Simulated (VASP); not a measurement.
## Ru: relaxation of cell and atoms with PBEsol

Ru:

```
CELL_PARAMETERS angstrom
0.00000 2.63517 2.63517
2.63517 0.00000 2.63517
2.63517 2.63517 0.00000
ATOMIC_POSITIONS crystal
Ru 0.12500 0.12500 0.12500
Ru 0.87500 0.87500 0.87500
```

The cell was built by a generator and needn't be a form met in nature.

| Property | Result |
| --- | --- |
| Program | VASP 6.6.1 |
| Task | relaxation of cell and atoms |
| Functional | PBEsol |
| Potentials or basis | VASP PAW PBE potentials, release 64 (Ru_pv) |
| Cutoff | 600 eV |
| k mesh | 10 × 10 × 10 |
| Occupations | fermi-dirac, width 0.1 eV |
| Spin | no spin polarisation |
| Dipole correction | no |
| Further INCAR settings | ALGO = Fast; EDIFF = 1e-06; IBRION = 2; EDIFFG = -0.01; NSW = 80; ISIF = 3 |

* Relaxed volume: 19.63 Å³/atom
* Relaxed cell: a = 3.815 Å, b = 3.815 Å, c = 3.815 Å, α = 60.00°, β = 60.00°, γ = 60.00°
* Space group after relaxing (to 0.05 Å): Fd-3m (No. 227)
* Energy gained by relaxing: 58.1 meV/atom
* Ionic steps: 4
* Pressure after relaxing: 0.0 GPa
* Band gap on the k mesh: none (metal or under the smearing width)

Step by step:
```
step  energy change (eV)  largest force (eV/Å)  pressure (GPa)  volume (Å³)
   1              0.0000                0.0000           15.10        36.60
   2              0.4383                0.0000          -20.69        46.52
   3             -0.1158                0.0000           -0.84        39.42
   4             -0.1162                0.0000           -0.04        39.26
```

Final structure:
```xyz
2
Lattice="0.0000 2.6975 2.6975 2.6975 0.0000 2.6975 2.6975 2.6975 0.0000" Properties=species:S:1:pos:R:3 pbc="T T T"
Ru    0.6744    0.6744    0.6744
Ru    4.7206    4.7206    4.7206
```

Levels at points of the mesh, in eV from the Fermi level:
```tsv
k point	band 11	band 12	band 13	band 14	band 15	band 16	band 17	band 18
(0.00, 0.00, 0.00)	-3.31	-3.31	-0.49	-0.49	-0.49	1.96	1.96	10.75
(0.50, 0.00, 0.00)	-3.57	-3.31	-0.46	0.25	0.25	1.47	1.47	3.15
(0.50, 0.50, 0.00)	-1.42	-1.42	-1.32	-1.32	1.77	1.77	3.45	3.45
```

It took 59 s on 1 thread of Intel(R) Xeon(R) 6975P-C (Granite Rapids), with other jobs on the host, peak memory 0.18 GiB.

Caveat: the PAW data sets were made with another functional, which shifts forces and pressure a little.
